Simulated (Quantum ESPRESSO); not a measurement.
# W in Quantum ESPRESSO: the effect of functional

W:

```
W
1.0
    -1.58234    1.58234    1.58234
     1.58234   -1.58234    1.58234
     1.58234    1.58234   -1.58234
W
1
Cartesian
  0.0000 0.0000 0.0000
```

Alike in all runs:

```yaml
Program: Quantum ESPRESSO 7.5
Task: phonons
Cutoff: 762 eV
Density_cutoff: 6095 eV
k_mesh: 10 × 10 × 10
Occupations: cold, width 0.2 eV
Spin: no spin polarisation
```

Each run relaxes the cell or the atoms first.

```tsv
functional	potentials or basis	relaxed volume (Å³/atom)	highest phonon frequency (cm⁻¹)
PBE	GBRV 1.5 PBE	16.15	217
PBEsol	GBRV 1.5 PBEsol	15.72	225
RPBE	GBRV 1.5 PBE	?	?
PW91	GBRV 1.5 PBE	16.17	215
AM05	GBRV 1.5 PBE	15.67	227
vdW-DF-cx	GBRV 1.5 PBE	15.77	225
```

What does the run with functional RPBE give?

Relaxed volume 16.34 Å³/atom; highest phonon frequency 214 cm⁻¹.

Caveats: the mesh is thin for the phonons of a metal; the potentials were made for another functional, which shifts forces and pressure (some runs).
